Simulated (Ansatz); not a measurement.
**Ir(110) / 3 layers Pt(110) / Ir(110): resistance against film thickness**

Aim: what a thin film of another metal adds to the resistance, first Ir(110) / 3 layers Pt(110) / Ir(110).

Main program and level: Ansatz 0.2.0; Ansatz plane-wave DFT, PBEsol, PAW files; ballistic transport by layer matching (Landauer), zero bias.

### 1. Set-up

The cell holds 15 atoms: 12 Ir and 3 Pt. Its edges and angles: a = 2.715 Å, b = 3.839 Å, c = 20.763 Å, α = 84.7°, β = 86.3°, γ = 90.0°. It derives from Ir and Pt. Regions: lead, 12 atoms (12 Ir); films, 3 atoms (3 Pt). The structure is stacked along c, and the current runs across the ab planes.

As a file:

```cif
data_structure
_symmetry_space_group_name_H-M 'P 1'
_symmetry_Int_Tables_number 1
_cell_length_a 2.7149
_cell_length_b 3.8394
_cell_length_c 20.7629
_cell_angle_alpha 84.695
_cell_angle_beta 86.251
_cell_angle_gamma 90.000
_cell_volume 215.03
loop_
_atom_site_label
_atom_site_type_symbol
_atom_site_fract_x
_atom_site_fract_y
_atom_site_fract_z
_atom_site_occupancy
Ir1 Ir 0.98355 0.98355 0.03290 1
Ir2 Ir 0.45065 0.45065 0.09870 1
Ir3 Ir 0.91775 0.91775 0.16450 1
Ir4 Ir 0.38485 0.38485 0.23030 1
Ir5 Ir 0.85195 0.85195 0.29610 1
Ir6 Ir 0.31905 0.31905 0.36191 1
Pt7 Pt 0.78506 0.78506 0.42987 1
Pt8 Pt 0.25000 0.25000 0.50000 1
Pt9 Pt 0.71494 0.71494 0.57013 1
Ir10 Ir 0.18095 0.18095 0.63809 1
Ir11 Ir 0.64805 0.64805 0.70390 1
Ir12 Ir 0.11515 0.11515 0.76970 1
Ir13 Ir 0.58225 0.58225 0.83550 1
Ir14 Ir 0.04935 0.04935 0.90130 1
Ir15 Ir 0.51645 0.51645 0.96710 1
```

### 2. With 3 layers

The film is laid into the lead at the lead's in-plane lattice, and the cell closes on the lead's own image. The mesh across the current, 26×20, is finer than the density's, because channels open and close sharply across the zone. Energies from -1 to 1 eV in steps of 0.036 eV cover the slope of the Fermi function at 300 K, so the program can form a conductance.

input.yaml

```yaml
crystal:
  lattice:
    - [2.7148657757, 0.0, 0.0]
    - [0.0, 3.8394, 0.0]
    - [1.3574328878, 1.9197, 20.6293559193]
  atoms:
    - { symbol: Ir, position: [0.9835497423, 0.9835497423, 0.0329005155] }
    - { symbol: Ir, position: [0.4506492268, 0.4506492268, 0.0987015465] }
    - { symbol: Ir, position: [0.9177487113, 0.9177487113, 0.1645025774] }
    - { symbol: Ir, position: [0.3848481958, 0.3848481958, 0.2303036084] }
    - { symbol: Ir, position: [0.8519476803, 0.8519476803, 0.2961046394] }
    - { symbol: Ir, position: [0.3190471648, 0.3190471648, 0.3619056704] }
    - { symbol: Pt, position: [0.7850646047, 0.7850646047, 0.4298707906] }
    - { symbol: Pt, position: [0.25, 0.25, 0.5] }
    - { symbol: Pt, position: [0.7149353953, 0.7149353953, 0.5701292094] }
    - { symbol: Ir, position: [0.1809528352, 0.1809528352, 0.6380943296] }
    - { symbol: Ir, position: [0.6480523197, 0.6480523197, 0.7038953606] }
    - { symbol: Ir, position: [0.1151518042, 0.1151518042, 0.7696963916] }
    - { symbol: Ir, position: [0.5822512887, 0.5822512887, 0.8354974226] }
    - { symbol: Ir, position: [0.0493507732, 0.0493507732, 0.9012984535] }
    - { symbol: Ir, position: [0.5164502577, 0.5164502577, 0.9670994845] }
kpoints:
  mp_grid: { grid: [14, 10, 2] }
hamiltonian:
  xc: pbesol
scf:
  occupations: { method: fermi_dirac, width: 0.1 }
output:
  transmission: { leads: [[0, 1]], kmesh: [26, 20], e_range: [-1.0, 1.0], de: 0.036 }
  write_potential: true
  write_density: true
  volumetric_format: npy
  elf: true
```

On the command line:

```
ansatz run input.yaml --threads 4 --pin off --max-ram 8192MiB --backend cpu --events-out ev --progress --plain --runs-dir out
```

Numbers of over 12 decimals in the logs are rounded to 6 here.

The log of the run:

```text
Warning: crystal.symmetry: narrowed to the stabiliser of the k-point mesh — unitary ops 8 → 2; excluded 6 operations that carry a point of the 14×10×2 mesh (shift [0, 0, 0]) off the mesh (the run samples exactly the mesh kpoints.mp_grid names, as under crystal.symmetry.detect: false, and its converged state has the mesh's symmetry, not the crystal's; ε∞, the Born charges and the force constants of a linear response (`dielectric:` by the response, `phonons.method: dfpt`) are averaged over those of the crystal's operations that the state keeps within a tolerance, where `mesh_tensors`, `unaveraged_element` or `gamma_mean_max_change_ev_ang2` stands beside them; [rest of the remark cut]
Engine: ansatz 0.2.0, aarch64-unknown-linux-gnu
Pseudopotentials: kind: paw
Pseudopotential: Ir, paw, valence charge 17, recommended cutoff 420 eV (normal), Ir.paw.azcp
Pseudopotential: Pt, paw, valence charge 18, recommended cutoff 420 eV (normal), Pt.paw.azcp
Functional definition: PBEsol
  exchange = pbesol_x
  correlation = pbesol_c
Crystal: 15 atoms, lattice volume = 215.029 Å³
Basis set: ecut = 420 eV, 4231 PW (Γ)
Bands: 155, of which v1, the nominal top of the filled ones, is band 129 counted from 1 (128 counted from 0)
Symmetry: 2 space group operations
k-points: 144 of 280
Non-local potential: Ir, projectors of the file, l = 0: 3, l = 1: 2, l = 2: 2, l = 3: 1
Non-local potential: Pt, projectors of the file, l = 0: 3, l = 1: 2, l = 2: 2, l = 3: 1
PAW form: soft (Blöchl's): semilocal exchange-correlation on the pseudo side does not see the compensation charge
PAW frozen core: Ir, regenerated for the run's functional, and the local potential with it (the file was generated under x = pbe(κ = 0.804, μ = 0.219515), c = pbe(β = 0.066725))
PAW frozen core: Pt, regenerated for the run's functional, and the local potential with it (the file was generated under x = pbe(κ = 0.804, μ = 0.219515), c = pbe(β = 0.066725))
PAW one-centre angular grid: Ir, 590 points (default); XC on 64 Gauss nodes
PAW one-centre angular grid: Pt, 590 points (default); XC on 64 Gauss nodes
Initial density: superposition of atomic densities (neutral atoms: chi_scale 0, normalization atom), corrected by the library's trained network
Initial wavefunctions: pseudopotential atomic-orbital guess
Functional: x = pbesol(κ = 0.804, μ = 0.123457), c = pbesol(β = 0.046)
SCF iter   1: F=—  HF=-178740.019982 eV  |F-HF|=—  |Δ(HF+E_count)|=         —  Δρ=1.46e-2  dr2=1.52e1  ethr=1.77e-3  ⟨swp⟩=5.2  Hψ=71509  notcnv=0  defer=665
preconditioner: auto → Kerker (q_TF=auto, 2.812 Å⁻¹)  [metal: Δε(μ)=0.002 eV  Ē_g=7.372 eV  σ=0.100 eV  W_gap=0.00  n_scr=70 (ndim 8)  ℏωp=29.7 eV  f_vac=0.000  D(μ)=15.41/eV (n_scr^D=180)]
SCF iter   2: F=—  HF=-178739.959766 eV  |F-HF|=—  |Δ(HF+E_count)|=   6.02e-2  Δρ=7.80e-3  dr2=6.05e0  ethr=1.77e-3  ⟨swp⟩=1.1  Hψ=25802  notcnv=0  defer=637
SCF iter   3: F=—  HF=-178739.916592 eV  |F-HF|=—  |Δ(HF+E_count)|=   4.32e-2  Δρ=1.36e-3  dr2=2.38e-1  ethr=1.77e-3  ⟨swp⟩=1.0  Hψ=21519  notcnv=0  defer=637
SCF iter   4: F=—  HF=-178739.912005 eV  |F-HF|=—  |Δ(HF+E_count)|=   4.59e-3  Δρ=3.67e-4  dr2=9.42e-3  ethr=9.24e-5  ⟨swp⟩=1.0  Hψ=21519  notcnv=0  defer=662
SCF iter   5: F=—  HF=-178739.911879 eV  |F-HF|=—  |Δ(HF+E_count)|=   1.25e-4  Δρ=1.19e-4  dr2=1.25e-4  ethr=3.65e-6  ⟨swp⟩=1.0  Hψ=21521  notcnv=0  defer=662
SCF iter   6: F=—  HF=-178739.911888 eV  |F-HF|=—  |Δ(HF+E_count)|=   8.77e-6  Δρ=2.71e-5  dr2=5.77e-6  ethr=4.83e-8  ⟨swp⟩=1.7  Hψ=22719  notcnv=0  defer=662
SCF iter   7: F=—  HF=-178739.911409 eV  |F-HF|=—  |Δ(HF+E_count)|=   4.80e-4  Δρ=6.27e-6  dr2=2.42e-7  ethr=2.24e-9  ⟨swp⟩=1.5  Hψ=22467  notcnv=0  defer=662
SCF iter   8: F=-178739.911408 eV  HF=-178739.911408 eV  |F-HF|=6.64e-8  |Δ(HF+E_count)|=   2.61e-8  Δρ=1.63e-6  dr2=6.86e-8  ethr=3.88e-11  ⟨swp⟩=7.2  Hψ=52497  notcnv=0
SCF 1 converged in 8 iterations: F = -178739.911408 eV  dr2 = 6.86e-8
  greatest PAW one-centre occupation: 1.000 electrons in one spin orbital (limit 2), on the Pt atom at site 8 (counted from 0), in its partial waves of l = 0
transmission: 1130 of 11266 steps passed
transmission: 2256 of 11266 steps passed
[...]
transmission: 11266 of 11266 steps passed
SCF converged after 8 iterations
Free energy (F): -178739.911408 eV
Harris-Foulkes:  -178739.911408 eV  (|F-HF|=6.64e-8)
Internal energy: -178739.398832 eV  (E = F + TS)
E sigma→0 (E₀):  -178739.655120 eV
Entropy (-TS):   -0.512576 eV (-34.172 meV/atom)
Fermi energy:    25.150459 eV
--- Per-component energies (eV) ---
  E_band       = -1422.624246
  E_kinetic    = 9392.249668
  E_local      = -17189.477835  (includes V_loc(G=0)·N_el)
  E_nonlocal   = 1517.674431
  E_hartree    = 6524.181488
  E_xc         = -3980.024582
  E_vxc        = -4504.923974  (∫ρ·V_xc dr)
  E_paw        = -137013.163183  (= ΣΔE_a)
  E_vpaw       = -3686.511443  (= ΣTr[D̂ρ^β])
  E_aug_tail   = 0.001165  (compensation charges beyond the density's cutoff)
  E_ewald      = -37994.884345
  E_core_change = 4.044361  (= ΣΔE_core)
  E_smearing   = -0.512576  (= −TS)
  E_closure    = -0.000000  (closes the sum)
  Σ components = -178739.911408   (vs F -178739.911408, Δ=0.00e0)
--- Band table (eV; the first three rows and the last of 144) ---
  k-point 0: bands = [... 125 lower, 24.0196, 24.4949, 24.5116, 24.5257, 24.8026, 24.8633, 25.0668, 25.1421, ... 22 higher]
  k-point 1: bands = [... 125 lower, 24.1570, 24.1654, 24.1685, 24.4583, 24.4848, 25.0987, 25.1458, 25.2170, ... 22 higher]
  k-point 2: bands = [... 125 lower, 24.2876, 24.3620, 24.3801, 24.4897, 24.5237, 24.7485, 25.0951, 25.1032, ... 22 higher]
  k-point 143: bands = [... 125 lower, 25.8289, 25.8452, 25.8522, 25.9753, 25.9901, 26.0465, 26.0607, 26.0710, ... 22 higher]
--- Transmission ---
  basis      : 93 plane waves across, 43 finite elements along
  points     : 262, standing for a mesh of 26 x 20
  filling    : by the input's occupations and mesh, since the crystals that have channels conduct as metals do. If one of these is a semiconductor, that mesh has misplaced its level
  energies   : 56 from -1.000000 to 0.980000 eV about the Fermi level, 0.036000 eV apart; the leads are filled to 0.000000 eV, and channels, transmission and decay are at 0.008000 eV
  crystal 0  : Ir2, at the sites [0, 1], period 2.7149 Å, over 16.29 Å; its Hamiltonian steps by up to 17.2 meV
    offset         : up to 0.0000 Å between an atom of the period and one for which it stands
    filled         : 8.1 meV under the level at which it is neutral
    channels       : 2.765385e0 a spin
    conductance    : 2.0388e15 S/m² at 300 K; may be off by some 0.0 % by where its bands' edges are placed, 4.4 % from the k-mesh, 0.2 % from the distance to neutral
    slowest decay  : 0.0397 /Å at (0.5000, 0.2500)
  junction   : crystal 0 to crystal 0, -0.00 to 17.91 Å
    transmission   : 1.676616e0 a spin
    conductance    : 1.2433e15 S/m² at 300 K (1.2517e15 on every other point, 1.2418e15 on every other energy)
    error estimate : 0.1 % from the energy spacing and 0.0 % from band edges of the leads and from resonances (wavevectors taken as independent; lower de), 3.7 % from the k-mesh, 5.2 % from the steps of its leads' Hamiltonians or their offsets (lay more layers), 0.0 % from the distance to neutral
    resistance     : 3.1388e-4 Ω µm² beyond half of each lead's own
```

Run time: 14 min. Hardware: 4 threads of Arm Neoverse V2, shared host; peak memory 3.2 GiB; 51 min of CPU time.

Numbers from this step:

| Property | Result |
| --- | --- |
| free energy | -178739.9114 eV |
| energy at zero smearing | -178739.6551 eV |
| Fermi energy | 25.15 eV |
| cell area | 10.42 Å² |
| step of the lead's potential | 17.2 meV |
| ballistic conductance of the lead | 2.04e15 S/m² |
| estimated errors of the lead's conductance | 0, 4.4, 0.2 % (band edges, k-mesh, distance from neutral) |
| lead conductance per cell | 2.743 G₀ |
| conductance of the junction | 1.24e15 S/m² |
| junction conductance per cell | 1.673 G₀ |
| estimated errors of the junction's conductance | 0.1, 0, 3.7, 5.2, 0 % (energy step, band edges, k-mesh, leads' steps, distance from neutral) |
| area resistance that the stack adds (contact term taken off, spin by spin) | 0.3139 fΩ m² |

Per spin. Transmission, zone mean against energy, zero at the Fermi level:

| energy (eV) | transmission, zone mean |
| --- | --- |
| -1.000 | 1.81 |
| -0.964 | 1.85 |
| -0.892 | 1.87 |
| -0.856 | 1.86 |
| -0.784 | 1.81 |
| -0.748 | 1.82 |
| -0.676 | 1.80 |
| -0.640 | 1.76 |
| -0.568 | 1.78 |
| -0.532 | 1.78 |
| -0.460 | 1.80 |
| -0.424 | 1.79 |
| -0.352 | 1.80 |
| -0.316 | 1.78 |
| -0.244 | 1.73 |
| -0.208 | 1.70 |
| -0.136 | 1.67 |
| -0.100 | 1.67 |
| -0.028 | 1.67 |
| 0.008 | 1.68 |
| 0.080 | 1.67 |
| 0.116 | 1.65 |
| 0.188 | 1.64 |
| 0.224 | 1.63 |
| 0.296 | 1.65 |
| 0.332 | 1.62 |
| 0.404 | 1.60 |
| 0.440 | 1.58 |
| 0.512 | 1.50 |
| 0.548 | 1.49 |
| 0.620 | 1.48 |
| 0.656 | 1.47 |
| 0.728 | 1.44 |
| 0.764 | 1.41 |
| 0.836 | 1.34 |
| 0.872 | 1.30 |
| 0.944 | 1.24 |
| 0.980 | 1.24 |

Per spin. The open channels, zone mean, lead by energy, zero at the Fermi level:

| energy (eV) | open channels, zone mean, lead |
| --- | --- |
| -1.000 | 2.50 |
| -0.928 | 2.57 |
| -0.856 | 2.51 |
| -0.784 | 2.47 |
| -0.712 | 2.50 |
| -0.676 | 2.49 |
| -0.604 | 2.5 |
| -0.532 | 2.54 |
| -0.460 | 2.55 |
| -0.388 | 2.58 |
| -0.316 | 2.62 |
| -0.244 | 2.62 |
| -0.172 | 2.65 |
| -0.100 | 2.67 |
| -0.028 | 2.74 |
| 0.008 | 2.77 |
| 0.080 | 2.76 |
| 0.152 | 2.74 |
| 0.224 | 2.85 |
| 0.296 | 2.98 |
| 0.368 | 3.07 |
| 0.440 | 3.12 |
| 0.512 | 3.07 |
| 0.584 | 3.15 |
| 0.656 | 3.27 |
| 0.692 | 3.29 |
| 0.764 | 3.23 |
| 0.836 | 3.16 |
| 0.908 | 2.91 |
| 0.980 | 2.60 |

Transmission over k1 and k2. At 0.0080 eV from the Fermi level.

Values, 12 rows by 16 columns, each cell a mean:
```
0.00 0.22 1.94 1.95 1.80 1.91 1.48 1.40 1.50 1.35 1.63 1.96 1.75 2.20 1.23 0.00
0.00 0.08 1.13 1.96 2.27 2.36 1.95 1.69 1.81 1.63 2.21 2.36 2.17 1.87 0.47 0.02
0.14 0.53 0.95 1.41 1.95 2.02 1.77 2.10 1.84 2.07 1.77 2.05 1.81 1.22 0.73 0.43
1.97 1.78 1.01 1.19 1.35 1.67 2.00 2.14 2.06 2.18 1.87 1.52 1.28 1.09 1.23 1.94
2.77 2.53 1.70 1.61 1.67 1.78 2.06 2.43 2.63 2.30 1.94 1.71 1.66 1.40 2.22 2.60
3.56 3.34 2.08 1.86 1.73 1.94 2.20 2.48 2.70 2.33 2.11 1.88 1.65 1.89 2.60 3.52
3.18 2.85 1.79 1.75 1.68 1.85 2.14 2.50 2.67 2.36 2.01 1.78 1.65 1.63 2.31 3.01
2.25 2.11 1.39 1.29 1.54 1.69 1.99 2.23 2.39 2.18 1.87 1.60 1.50 1.12 1.78 2.18
0.85 1.03 0.73 1.16 1.55 1.83 1.77 2.09 1.72 2.13 1.71 1.75 1.42 0.99 0.76 1.09
0.00 0.15 1.09 1.94 2.24 2.25 2.04 1.90 1.92 1.87 2.16 2.28 2.17 1.81 0.50 0.06
0.00 0.14 1.59 1.81 2.05 2.26 1.63 1.53 1.72 1.42 1.94 2.24 1.91 1.96 0.89 0.00
0.00 0.29 2.22 2.47 1.44 1.24 1.29 1.39 1.16 1.44 1.26 1.14 1.92 2.55 1.54 0.00
```
Columns: k1 (b1) from -0.5 to 0.462; rows upwards: k2 (b2) from -0.5 to 0.45.

Open channels over k1 and k2. At 0.0080 eV from the Fermi level.

Values, 12 rows by 16 columns, each cell a mean:
```
0.00 0.49 3.63 3.57 3.40 3.40 3.06 3.37 3.60 3.14 3.22 3.40 3.42 3.78 2.58 0.00
0.00 0.22 2.22 3.85 4.00 4.00 3.69 3.20 3.08 3.29 3.91 4.00 3.98 3.71 0.97 0.08
0.23 0.91 1.22 2.69 2.80 2.80 3.08 3.63 3.15 3.68 2.80 2.80 2.80 2.15 1.06 0.75
4.00 3.29 1.37 1.92 2.00 2.00 2.72 3.00 3.25 2.97 2.37 2.00 2.00 1.54 2.05 3.77
5.14 4.31 2.62 1.97 2.00 2.00 2.97 3.49 3.92 3.22 2.55 2.00 2.00 1.82 3.60 4.40
6.00 5.69 4.00 2.89 2.00 2.28 2.94 3.62 4.00 3.23 2.78 2.05 2.09 3.57 4.46 6.00
5.69 5.02 3.35 2.06 2.00 2.00 2.85 3.62 4.00 3.23 2.46 2.00 2.00 2.37 4.09 5.20
4.25 3.69 1.83 1.92 2.00 2.00 3.09 3.12 3.57 3.11 2.65 2.00 2.00 1.54 2.75 3.92
1.83 1.77 1.00 1.92 2.00 2.00 2.37 3.23 3.00 3.22 2.00 2.00 2.00 1.54 1.18 2.05
0.00 0.46 1.78 3.91 4.00 4.00 3.91 3.60 3.23 3.66 4.00 4.00 4.00 3.45 0.94 0.23
0.00 0.31 3.08 3.57 3.80 3.80 3.25 3.12 3.20 3.08 3.52 3.80 3.77 3.68 1.85 0.00
0.00 0.62 4.00 3.88 2.77 2.40 2.68 3.85 4.00 3.51 2.40 2.40 3.26 4.00 3.08 0.00
```
Columns: k1 (b1) from -0.5 to 0.462; rows upwards: k2 (b2) from -0.5 to 0.45.

ELF in the cb plane at fractional x = 0.181, with atoms of Pt and Ir within 0.2 Å of it. It is the smooth field of the valence electrons, not physical close to the nuclei.

Values, 6 rows by 16 columns, each cell a mean:
```
0.54 0.33 0.34 0.47 0.25 0.31 0.31 0.22 0.27 0.24 0.22 0.26 0.26 0.30 0.30 0.36
0.30 0.31 0.31 0.31 0.29 0.30 0.29 0.22 0.27 0.24 0.17 0.27 0.22 0.21 0.31 0.24
0.25 0.34 0.34 0.29 0.38 0.32 0.31 0.33 0.27 0.26 0.26 0.26 0.24 0.24 0.31 0.23
0.26 0.37 0.38 0.28 0.59 0.40 0.38 0.63 0.31 0.37 0.54 0.27 0.34 0.41 0.30 0.31
0.32 0.31 0.31 0.30 0.39 0.33 0.35 0.61 0.32 0.44 0.65 0.31 0.50 0.55 0.30 0.54
0.57 0.33 0.31 0.34 0.29 0.30 0.30 0.32 0.27 0.30 0.46 0.27 0.41 0.57 0.30 0.55
```
Columns run along c (16.0 Å, from fractional 0.01 to 0.78 of the cell), rows up along b (3.8 Å). Atoms in or near the plane, at fractional coordinates: Pt at (0.50, 0.25), Ir at (0.64, 0.18), Ir at (0.77, 0.12).

Valence density in the cb plane at fractional x = 0.181, with atoms of Pt and Ir within 0.2 Å of it. It is the smooth field of the valence electrons, not physical close to the nuclei.

Values in units of 1e0 e/Å³, 6 rows by 16 columns, each cell a mean:
```
3.2 0.8 0.9 2.1 0.4 0.8 0.8 0.2 0.5 0.3 0.3 0.3 0.4 0.6 0.3 1.1
0.6 0.5 0.5 0.8 0.4 0.6 0.6 0.3 0.5 0.3 0.2 0.4 0.3 0.2 0.4 0.3
0.3 1.1 1.0 0.4 1.4 0.6 0.5 0.9 0.4 0.4 0.4 0.3 0.3 0.3 0.4 0.3
0.3 1.3 1.3 0.4 3.8 1.5 1.2 5.3 0.7 1.6 4.2 0.4 1.1 1.7 0.4 0.7
0.7 0.5 0.5 0.4 1.6 0.8 0.9 4.7 0.8 2.6 8.1 0.7 3.8 6.2 0.6 4.3
3.6 0.8 0.6 1.1 0.4 0.5 0.5 0.8 0.4 0.8 2.6 0.4 2.3 4.6 0.6 5.2
```
Columns run along c (16.0 Å, from fractional 0.01 to 0.78 of the cell), rows up along b (3.8 Å). Atoms in or near the plane, at fractional coordinates: Pt at (0.50, 0.25), Ir at (0.64, 0.18), Ir at (0.77, 0.12).

Electrostatic potential energy in the cb plane at fractional x = 0.181, with atoms of Pt and Ir within 0.2 Å of it. With pseudopotentials it is smooth inside the atoms' cores, unlike the true potential.

Ten even steps from '0' (-42 eV) to '9' (27 eV), each cell a mean:
```
31369986446999976799999999999999999878999864
65689997557999876789999889999999999999999998
98899998888999987899999889999999999999999999
99998789999888999999999999999999999999999999
99985468998645799986679999988999999999999999
99985358998422589962137999633589998778999999
99987668998522489851015898300169984114899865
88899889999755799962126998300048972001599620
54589998889988999986568999610269973000588500
21369997557999988999999999976789996323799620
```
Columns run along c (16.0 Å, from fractional 0.01 to 0.78 of the cell; values clipped at the 3rd and 97th percentile), rows up along b (3.8 Å). Atoms in or near the plane, at fractional coordinates: Pt at (0.50, 0.25), Ir at (0.64, 0.18), Ir at (0.77, 0.12).

The lead's potential steps by 17 meV from period to period, small in itself. The program estimates the junction's conductance to 3.7 % from the k-mesh, 0 % from the leads' distance from neutral and 5.2 % from their steps.

By hand: 1/G − 1/G_lead = 1/1.243 − 1/2.039 = 0.314 fΩ m² with G in 10¹⁵ S/m².

(Part 1 of 2 ends here.)

[Logs are printed without paths, hosts, clocks, repeated set-up lines and the standing remarks that a program may print on its own settings, such as how far it seeks lower states.]

[Hosts, paths, dates, database ids (printed as entryN), source tags and the programs' standing remarks are cut or masked in the printed files.]
